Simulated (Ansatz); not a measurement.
AgCl built on the rocksalt prototype, relaxed with r2SCAN in the PAW code Ansatz. The symmetry is Fm-3m (No. 225, cubic); a = 5.546 Å in the conventional setting, 21.33 Å³ an atom. Ag has 6 Cl at 2.77 Å; Cl has 6 Ag at 2.77 Å.

The axes x, y and z are those of this cell:
```
Ag Cl
1.0
     0.00000    2.77318    2.77318
     2.77318    0.00000    2.77318
     2.77318    2.77318    0.00000
Ag Cl
1 1
Direct
  0.00000 0.00000 0.00000
  0.50000 0.50000 0.50000
```

Unstrained: The PBE gap is indirect, 0.912 eV (L to Γ), below the direct gap of 3.005 eV at Γ–K (0.10 of the way from Γ). The r2SCAN gap is indirect, 1.475 eV (L to Γ), below the direct gap of 3.590 eV at Γ–K (0.10 of the way from Γ). HSE06 gives an indirect gap of 2.411 eV, from L to Γ; the least direct gap is 4.544 eV at Γ–K (0.10 of the way from Γ). Meshes: PBE 8×8×8, r2SCAN 8×8×8, HSE06 6×6×6. Strains are changes of length per length. After each strain the atoms were relaxed again with r2SCAN within the symmetry that the strain leaves, so tilts or polar shifts that break it weren't tested; points keep the names that they have in the unstrained zone. Spin-unpolarised throughout; all numbers are computed.

(1) For epitaxial -0.5 % in the xy plane, how far does the free direction move, and what happens to the gap?

(2) For epitaxial +2.0 % in the plane normal to [111], how far does the free direction move, and what happens to the gap?

(3) Estimate what isotropic -4.0 % on every length does to the gap.

(4) One strain changed the r2SCAN stress by xx -3.54, yy -3.54, zz -3.54 GPa (compression positive) and the gap by +0.037 eV (PBE), +0.019 eV (r2SCAN), +0.047 eV (HSE06). Which kind of strain was it, and roughly how large?

(5) One strain changed the r2SCAN stress by xx -1.42, yy -1.42, zz -2.14 GPa (compression positive) and the gap by -0.097 eV (PBE), -0.112 eV (r2SCAN), -0.108 eV (HSE06). Which kind of strain was it, and roughly how large?

Results:

(1) The normal strain at zero normal stress is +0.53 %, 1.07 of the in-plane strain with the sign turned. PBE: the gap goes from 0.912 to 0.878 eV (-0.034 eV). r2SCAN: the gap goes from 1.475 to 1.441 eV (-0.034 eV). HSE06: the gap goes from 2.411 to 2.373 eV (-0.038 eV).

(2) The normal strain at zero normal stress is -3.38 %, 1.69 of the in-plane strain with the sign turned. PBE: the gap goes from 0.912 to 0.869 eV (-0.043 eV). r2SCAN: the gap goes from 1.475 to 1.431 eV (-0.044 eV). HSE06: the gap goes from 2.411 to 2.369 eV (-0.042 eV).

(3) PBE: the gap goes from 0.912 to 0.918 eV (+0.006 eV). r2SCAN: the gap goes from 1.475 to 1.510 eV (+0.035 eV). HSE06: the gap goes from 2.411 to 2.395 eV (-0.016 eV). The r2SCAN energy rises by 56.7 meV an atom.

(4) Isotropic +3.0 % on every length. The pattern of the stress gives the kind; the size needs the stiffness, so it is an estimate.

(5) Uniaxial +4.0 % along z, other directions held. The pattern of the stress gives the kind; the size needs the stiffness, so it is an estimate.

The runs are scalar-relativistic, without spin-orbit coupling.

The meshes of the hybrids are coarse, so their gaps aren't converged to the digits shown.
